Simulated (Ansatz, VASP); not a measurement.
**As: VASP beside Ansatz**

```
As
1.0
     0.00000    2.11791    2.11791
     2.11791    0.00000    2.11791
     2.11791    2.11791    0.00000
As
1
Direct
  0.00000 0.00000 0.00000
```

Alike in both runs: task relaxation of cell and atoms; functional LDA; k mesh 17 × 17 × 17; occupations fermi-dirac, width 0.1 eV; no spin polarisation.

```csv
,VASP,Ansatz
version,VASP 6.6.1,Ansatz 0.2.0
potentials or method,"VASP PAW LDA potentials, release 64 (As)","PAW with Ansatz's default frozen-core files, scalar-relativistic"
plane-wave cutoff (eV),600,420
valence electrons in the cell,5,15
```

Ansatz gave:

| Property | Result |
| --- | --- |
| relaxed volume (Å³/atom) | 18.14 |
| relaxed cell length with the largest relative difference (Å) | 2.950 |
| energy change over the relaxation (meV/atom) | -11 |

Question: What did VASP give for the same quantities?

Answer: Relaxed volume (Å³/atom): 18.20; relaxed cell length with the largest relative difference (Å): 2.952; energy change over the relaxation (meV/atom): -10.

The two sets of potentials don't hold the same shells in valence.
